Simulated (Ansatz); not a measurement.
All numbers below come from DFT PBEsol, scalar-relativistic, plane waves, PAW (Ansatz).

Settings: cutoff 420 eV, Γ-centred mesh 9×9×6 on the computed 4-atom cell, Gaussian smearing of 0.02 eV; no spin polarisation.

```
Al N
1.0
     3.38455    0.00000    0.00000
    -1.69228    2.81703    0.00000
     0.00000    0.00000    4.19447
Al N
2 2
Direct
  0.33169 0.66337 0.75000
  0.66831 0.33663 0.25000
  0.32612 0.65225 0.25000
  0.67388 0.34775 0.75000
```

(1) Is this geometry at equilibrium? Which atom feels the largest force?

(2) Give all forces and the stress.

Answers

(1) It isn't. Atom 3 (N) feels (0.00, 0.32, 0.00) eV/Å, 0.323 eV/Å in size, and symmetry-related atoms feel the same size.

(2)
| atom | Fx | Fy | Fz |
| --- | --- | --- | --- |
| Al1 | 0.000 | 0.139 | 0.000 |
| Al2 | 0.000 | -0.139 | 0.000 |
| N3 | 0.000 | 0.323 | 0.000 |
| N4 | 0.000 | -0.323 | 0.000 |
Stress (GPa, compression positive):
```
-5.69  0.00  0.00
 0.00 -3.26  0.00
 0.00  0.00 -5.19
```

This form isn't the usual stable structure of the compound.